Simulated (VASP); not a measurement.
# ZnS (Wurtzite-2H) (P6_3mc) in VASP: a series of runs, part 2 of 2

VASP 6.6.1. Earlier steps stand in the parts before.

## 5. Single point, PBE

File INCAR:

```
SYSTEM = ZnS
ALGO = Fast ; EDIFF = 1E-6
ENCUT = 520 ; GGA = PE
ISIF = 2 ; ISMEAR = 0
LASPH = .True. ; LCHARG = .False.
LREAL = .False. ; LWAVE = .False.
NBANDS = 26 ; NELM = 60
PREC = Accurate ; SIGMA = 0.019000000000000003
```

File KPOINTS:

```
k-points
0
Gamma
  8 8 5
  0 0 0
```

File POSCAR:

```
ZnS
1.0
    3.8110000000      0.0000000000      0.0000000000
   -1.9055000000      3.3004228138      0.0000000000
    0.0000000000      0.0000000000      6.2340000000
Zn S
2 2
Direct
    0.6666666667      0.3333333333      0.5000000000
    0.3333333333      0.6666666667      0.0000000000
    0.6666666667      0.3333333333      0.8850000000
    0.3333333333      0.6666666667      0.3850000000
```

Potentials or basis: VASP PAW PBE potentials, release 64 (Zn, S).

Command:

```bash
cat potpaw_PBE.64/Zn/POTCAR potpaw_PBE.64/S/POTCAR > POTCAR
mpirun -np 1 vasp_std > vasp.out
```

OUTCAR:

```text
SYSTEM = ZnS
   EDIFF = 1E-6
   ENCUT = 520
   GGA = PE
   ISIF = 2
   ISMEAR = 0
   LASPH = .True.
   LREAL = .False.
   NELM = 60
   PREC = Accurate

 ion  position               nearest neighbor table
   1  0.667  0.333  0.500-   4 2.31   4 2.31   4 2.31   3 2.40
   2  0.333  0.667  0.000-   3 2.31   3 2.31   3 2.31   4 2.40
   3  0.667  0.333  0.885-   2 2.31   2 2.31   2 2.31   1 2.40
   4  0.333  0.667  0.385-   1 2.31   1 2.31   1 2.31   2 2.40

  LATTYP: Found a hexagonal cell.
[... 1074 lines left out ...]

  FORCE on cell =-STRESS in cart. coord.  units (eV):
  Direction    XX          YY          ZZ          XY          YZ          ZX
  --------------------------------------------------------------------------------------
  -------------------------------------------------------------------------------------
  Total        1.5829061      1.5829061      0.5749385      0.0000000      0.0000000      0.0000000
  in kB       32.3437517     32.3437517     11.7478036      0.0000000      0.0000000      0.0000000
  external PRESSURE =      25.4784357 kB  Pullay stress =       0.0000000 kB

 VOLUME and BASIS-vectors are now :
 -----------------------------------------------------------------------------
  energy-cutoff  :      520.00
  volume of cell :       78.41
      direct lattice vectors                 reciprocal lattice vectors
     3.811000000  0.000000000  0.000000000     0.262398321  0.151495741  0.000000000
    -1.905500000  3.300422814  0.000000000     0.000000000  0.302991482  0.000000000
     0.000000000  0.000000000  6.234000000     0.000000000  0.000000000  0.160410651

 POSITION                                       TOTAL-FORCE (eV/Angst)
 -----------------------------------------------------------------------------------
      1.90550      1.10014      3.11700         0.000000     -0.000000      0.322799
     -0.00000      2.20028      0.00000        -0.000000      0.000000      0.322799
      1.90550      1.10014      5.51709        -0.000000     -0.000000     -0.322799
     -0.00000      2.20028      2.40009        -0.000000     -0.000000     -0.322799
 -----------------------------------------------------------------------------------
    total drift:                               -0.000000     -0.000000      0.000259

  FREE ENERGIE OF THE ION-ELECTRON SYSTEM (eV)
  ---------------------------------------------------
  free  energy   TOTEN  =       -13.6538119736 eV

  energy  without entropy=      -13.6538119736  energy(sigma->0) =      -13.65381197
```

OSZICAR:

```text
N       E                     dE             d eps       ncg     rms          rms(c)
DAV:   1     0.247319908352E+03    0.24732E+03   -0.16945E+04  1560   0.166E+03
DAV:   2     0.103222420816E+02   -0.23700E+03   -0.22663E+03  1592   0.354E+02
[... 11 lines left out ...]
RMM:  14    -0.136538115817E+02   -0.18869E-05   -0.28816E-05  1769   0.319E-02    0.823E-02
RMM:  15    -0.136538098154E+02    0.17663E-05   -0.63919E-06  1522   0.187E-02    0.106E-01
RMM:  16    -0.136538086441E+02    0.11713E-05   -0.13874E-05  1744   0.340E-02    0.982E-02
RMM:  17    -0.136538103491E+02   -0.17049E-05   -0.35702E-06  1449   0.130E-02    0.686E-02
RMM:  18    -0.136538116693E+02   -0.13203E-05   -0.27724E-06  1504   0.890E-03    0.379E-02
RMM:  19    -0.136538119736E+02   -0.30430E-06   -0.65997E-07  1157   0.503E-03
   1 F= -.13653812E+02 E0= -.13653812E+02  d E =-.255504E-16
```

It took 46 s on 1 thread of Intel Xeon Platinum 8559C (Emerald Rapids), shared host; peak memory 0.2 GiB.

What came out:

```
Free energy            : -13.6538 eV
Pressure               : 2.5 GPa
Largest force          : 0.323 eV/Å
Band gap on the k mesh : 2.25 eV, direct
```

Forces in eV/Å, atoms in the order of the input:
```
Zn   0.000  0.000  0.323
Zn   0.000  0.000  0.323
S    0.000  0.000 -0.323
S    0.000  0.000 -0.323
```

## 6. Single point, PBE

File INCAR:

```
PREC = Accurate
ENCUT = 520
EDIFF = 1E-7
ISMEAR = 0
SIGMA = 0.023
LREAL = False
LASPH = True
NELM = 60
ALGO = Normal
ISIF = 2
LWAVE = False
LCHARG = False
GGA = PE
```

File KPOINTS:

```
Automatic mesh
0
Gamma
  8 8 5
```

POSCAR is that of step 5.

Potentials or basis: VASP PAW PBE potentials, release 64 (Zn, S).

Command:

```bash
cat potpaw_PBE.64/Zn/POTCAR potpaw_PBE.64/S/POTCAR > POTCAR
mpirun -np 1 vasp_std > vasp.out
```

OUTCAR:

```text
PREC = Accurate
   ENCUT = 520
   EDIFF = 1E-7
   ISMEAR = 0
   LREAL = False
   LASPH = True
   NELM = 60
   ISIF = 2
   GGA = PE

 ion  position               nearest neighbor table
   1  0.667  0.333  0.500-   4 2.31   4 2.31   4 2.31   3 2.40
   2  0.333  0.667  0.000-   3 2.31   3 2.31   3 2.31   4 2.40
   3  0.667  0.333  0.885-   2 2.31   2 2.31   2 2.31   1 2.40
   4  0.333  0.667  0.385-   1 2.31   1 2.31   1 2.31   2 2.40

  LATTYP: Found a hexagonal cell.
[... 954 lines left out ...]
  FORCE on cell =-STRESS in cart. coord.  units (eV):
  Direction    XX          YY          ZZ          XY          YZ          ZX
  --------------------------------------------------------------------------------------
  -------------------------------------------------------------------------------------
  Total        1.5602403      1.5602403      0.5522510      0.0000000     -0.0000000      0.0000000
  in kB       31.8806192     31.8806192     11.2842262      0.0000000     -0.0000000      0.0000000
  external PRESSURE =      25.0151549 kB  Pullay stress =       0.0000000 kB

 VOLUME and BASIS-vectors are now :
 -----------------------------------------------------------------------------
  energy-cutoff  :      520.00
  volume of cell :       78.41
      direct lattice vectors                 reciprocal lattice vectors
     3.811000000  0.000000000  0.000000000     0.262398321  0.151495741  0.000000000
    -1.905500000  3.300422814  0.000000000     0.000000000  0.302991482  0.000000000
     0.000000000  0.000000000  6.234000000     0.000000000  0.000000000  0.160410651

 POSITION                                       TOTAL-FORCE (eV/Angst)
 -----------------------------------------------------------------------------------
      1.90550      1.10014      3.11700         0.000000     -0.000000      0.322758
     -0.00000      2.20028      0.00000        -0.000000      0.000000      0.322758
      1.90550      1.10014      5.51709         0.000000      0.000000     -0.322758
     -0.00000      2.20028      2.40009        -0.000000      0.000000     -0.322758
 -----------------------------------------------------------------------------------
    total drift:                               -0.000000     -0.000000      0.000418

  FREE ENERGIE OF THE ION-ELECTRON SYSTEM (eV)
  ---------------------------------------------------
  free  energy   TOTEN  =       -13.6538120858 eV

  energy  without entropy=      -13.6538120858  energy(sigma->0) =      -13.65381209
```

stdout:

```text
POSCAR found type information on POSCAR ZnS
 POSCAR found :  2 types and       4 ions
 scaLAPACK will be used
 LDA part: xc-table for (Slater+PW92), standard interpolation
 POSCAR, INCAR and KPOINTS ok, starting setup
 FFT: planning ... GRIDC
 FFT: planning ... GRID_SOFT
 FFT: planning ... GRID
 WAVECAR not read
 entering main loop
```

It took 29 s on 1 thread of Intel Xeon Platinum 8559C (Emerald Rapids), shared host; peak memory 0.2 GiB.

What came out:

| Item | Value |
| --- | --- |
| Free energy | -13.6538 eV |
| Pressure | 2.5 GPa |
| Largest force | 0.323 eV/Å |
| Band gap on the k mesh | 2.25 eV, direct |

Forces in eV/Å, atoms in the order of the input:
```
Zn   0.000  0.000  0.323
Zn   0.000  0.000  0.323
S    0.000  0.000 -0.323
S    0.000  0.000 -0.323
```

## 7. The runs side by side

| task | level | potentials or basis | cell | cutoff (eV) | smearing | gap on the mesh (eV) | pressure (GPa) | largest force (eV/Å) |
| --- | --- | --- | --- | --- | --- | --- | --- | --- |
| relaxation of cell and atoms | LDA | VASP PAW LDA potentials, release 64 (Zn, S) | relaxed | 600 | fermi-dirac 0.05 eV | 2.21 | 0.0 | - |
| single point | PBE | VASP PAW PBE potentials, release 64 (Zn, S) | as given | 520 | gaussian 0.012 eV | 2.25 | 2.2 | 0.32 |
| single point | PBE | VASP PAW PBE potentials, release 64 (Zn, S) | as given | 520 | gaussian 0.015 eV | 2.25 | 2.5 | 0.32 |
| single point | PBE | VASP PAW PBE potentials, release 64 (Zn, S) | as given | 520 | gaussian 0.019 eV | 2.25 | 2.5 | 0.32 |
| single point | PBE | VASP PAW PBE potentials, release 64 (Zn, S) | as given | 520 | gaussian 0.023 eV | 2.25 | 2.5 | 0.32 |

Alike in all rows: no spin polarisation; k mesh 8 × 8 × 5.

Total energies depend on the potentials used, so only differences within one code and one set of settings carry meaning.

## 8. Against experiment

Step 3. Measured gap of ZnS: 3.911 eV (direct; 4 K; a printed reference work, monograph). This calculation gives 2.25 eV (-1.66 eV). The value is that of PBE, without temperature or zero-point motion. Semilocal functionals fall short of measured gaps as a rule.

Step 4. Against the measured gap of ZnS, 3.911 eV (direct; 4 K; a printed reference work, monograph), the calculated 2.25 eV is off by -1.66 eV. The value is that of PBE, without temperature or zero-point motion. Semilocal functionals fall short of measured gaps as a rule.

Step 5. Against the measured gap of ZnS, 3.911 eV (direct; 4 K; a printed reference work, monograph), the calculated 2.25 eV is off by -1.66 eV. The value is that of PBE, without temperature or zero-point motion. Semilocal functionals fall short of measured gaps as a rule.

Step 6. Measured gap of ZnS: 3.911 eV (direct; 4 K; a printed reference work, monograph). This calculation gives 2.25 eV (-1.66 eV). The value is that of PBE, without temperature or zero-point motion. Semilocal functionals fall short of measured gaps as a rule.
